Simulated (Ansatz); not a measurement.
# AgBr, space group Fm-3m: the levels without and with spin-orbit coupling

With the Ansatz DFT code, driven from Python.

Typed at the interpreter:
```pycon
>>> import warnings
>>> import ansatz as az
>>> warnings.simplefilter("ignore", az.DeckWarning)
>>> structure = (
...     az.Lattice.from_parameters(4.059005, 4.059005, 4.059005, alpha=60.0, beta=60.0, gamma=60.0)
...     .atom("Ag", (0.0, 0.0, 0.0))
...     .atom("Br", (0.5, 0.5, 0.5))
... )
>>> len(structure.resolved().sites)
2
>>> job = (
...     structure.calculation()
...     .functional(az.Functional.PBE)
...     .basis(470)
...     .kpoints(mesh=(6, 6, 6))
...     .occupations("fixed")
...     .band_table()
... )
>>> for label, variant in (("scalar-relativistic", job), ("spin-orbit", job.spin(soc=True))):
...     data = variant.run(threads=1, pin="off").report
...     zero = data["band_edges_ev"][0] if data.get("band_edges_ev") else data["fermi_energy_ev"]
...     near = [round(e - zero, 3) for e in data["eigenvalues_ev"][0] if abs(e - zero) < 3]
...     print(label)
...     print("  band edges (eV):", [round(e, 3) for e in data.get("band_edges_ev") or []] or "none reported")
...     print("  levels at k =", data["kpoints_frac"][0], "within 3 eV of the zero:", near)
...
scalar-relativistic
  band edges (eV): [8.208, 8.881]
  levels at k = [0.0, 0.0, 0.0] within 3 eV of the zero: [-2.799, -2.799, -2.799, -2.799, -2.799, -1.934, -1.934, -1.934, 0.672]
spin-orbit
  band edges (eV): [8.294, 8.882]
  levels at k = [0.0, 0.0, 0.0] within 3 eV of the zero: [-2.674, -2.674, -2.673, -2.673, -2.673, -2.673, -2.392, -2.392, -1.84, -1.84, -1.84, -1.84, 0.588, 0.588]
```

Reading the output:
- Of the deposited cell: the entry's cell lengths or inner coordinates differ somewhat from later room-temperature determinations.
- The structure is a deposited one; some such entries were measured under pressure or heat, so a shift against it needn't be the functional's error alone.
- Levels are Kohn-Sham eigenvalues on this mesh.
- With spin-orbit coupling each level holds one electron and, with inversion or at time-reversal points, comes in pairs; a window in energy can cut a split set.
- The whole script took 5.4 s on 1 thread of Arm Neoverse V1, on a shared host, peak memory 0.47 GiB.
